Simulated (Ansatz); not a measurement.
Input and command of a plane-wave DFT calculation in Ansatz:

```yaml
crystal:
  lattice:
    - [0.0, 0.0, 2.8245629368]
    - [4.5680217062, 0.0, 0.0]
    - [0.0, 7.9120456853, 0.0]
  atoms:
    - { symbol: Ti, position: [0.0, 0.5, 0.5142188259] }
    - { symbol: Ti, position: [0.0, 0.0, -0.0142188259] }
    - { symbol: Ti, position: [0.5, 0.0, 0.3420745702] }
    - { symbol: Ti, position: [0.5, 0.5, 0.8245920964] }
    - { symbol: Ti, position: [0.5, 0.5, 0.1579254298] }
    - { symbol: Ti, position: [0.5, 0.0, 0.6754079036] }
basis:
  ecutwfc: 500
kpoints:
  mp_grid: { grid: [16, 10, 6] }
hamiltonian:
  xc: r2scan
scf:
  occupations: { method: gaussian, width: 0.15 }
output:
  forces: true
  stress: true
  eigenvalues: true
```

```bash
ansatz run input.yaml --threads 2 --pin off --max-ram 5120MiB --backend cpu --events-out ev --progress --plain --runs-dir out
```

Processor: Oxide Virtual Turin-like Processor (Zen 5), 2 threads, on a host shared with other jobs.

Q: How long does it run, and how much memory does it take?

A: About 39 s on 2 threads of Oxide Virtual Turin-like Processor (Zen 5) (shared host), peak memory 1.2 GiB. It solves 44 bands at 216 k points (the mesh reduced by symmetry) with about 2599 plane waves, in 10 SCF iterations.
